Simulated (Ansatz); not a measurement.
Results of LDA (PAW; Ansatz, an electronic-structure program) for spinel MgAl2O4.

Numerical settings: plane-wave cutoff 520 eV, 8×8×8 k mesh, Fermi–Dirac smearing 0.01 eV, scalar-relativistic PAW data made under PBE.

Equation-of-state points:

| V (Å³/atom) | E − E_lowest (meV/atom) | P (GPa) |
|---|---|---|
| 8.854 | 10.00 | 8.99 |
| 9.039 | 2.41 | 4.27 |
| 9.223 | 0.00 | 0.00 |
| 9.407 | 2.26 | -3.85 |
| 9.592 | 8.73 | -7.34 |

Q: Estimate the bulk modulus from the pressures at 9.039 and 9.407 Å³/atom, and compare it with a fit to all energies.

A: B = −V dP/dV. Between V = 9.039 and 9.407 Å³/atom, dP/dV = (-3.85 − (4.27))/(9.407 − 9.039) = -22.1 GPa per Å³/atom; at the midpoint 9.223 Å³/atom this gives B ≈ 204 GPa. The third-order Birch–Murnaghan fit gives V0 = 9.223 Å³/atom, B0 = 203 GPa, B′ = 4.1, which lies within 1 % of that estimate.

Shape and atoms are relaxed at each volume.

Measured, for comparison: bulk modulus 195 GPa (300 K, copied from a table, unchecked, not corrected to a static lattice; as tabulated in BurnMan's mineral tables); equilibrium volume per atom 9.40 Å³/atom (0 K, fit to 77–300 K taken to 0 K; as tabulated in Grimes and Al-Ajaj (1992), doi:10.1088/0953-8984/4/30/004). Computed (rounded) less measured: bulk modulus not scored (unchecked), equilibrium volume per atom -1.9 %. A static lattice is as a rule a little smaller and stiffer than an uncorrected measurement, which can account for part of this.

Note: the bulk modulus comes from volumes at which shape and atoms were relaxed.

It cost around 5 core-minutes (rough) of CPU time.
